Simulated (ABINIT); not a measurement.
Runs of ABINIT 10.8.3 (patched build) on ZnS. The structure is cubic, space group F-43m (No. 216). The conventional cell has a = 5.404 Å, b = 5.404 Å, c = 5.404 Å, α = 90.00°, β = 90.00°, γ = 90.00°. Zn (site symmetry -43m) is surrounded by 4 S at 2.34 Å. Around S (site symmetry -43m) lie 4 Zn at 2.34 Å. 

```csv
task,level,potentials or basis,k mesh,cutoff (eV),fine-grid cutoff,gap on the mesh (eV)
band structure,PBEsol,JTH PAW PBE v2.0,9 × 9 × 9,544,1088.46 eV,(a)
band structure,revPBE,JTH PAW PBE v2.0,9 × 9 × 9,544,1088.46 eV,2.22
single point,LDA,JTH PAW LDA v2.0,5 × 5 × 5,544,1088.46 eV,1.84
band structure,LDA-VWN,PseudoDojo NC SR LDA v0.4.1 standard,9 × 9 × 9,980,-,(b)
single point,r2SCAN,JTH PAW PBE v2.0,7 × 7 × 7,653,1251.72 eV,2.64
```

Alike in all rows: no spin polarisation; cell as given; smearing fermi-dirac 0.05 eV.

Task: Fill in the values left out.

Result: (a) 1.96; (b) 1.86.

The runs don't all hold the same shells in valence.

Runs at the PBE level aren't shown here.
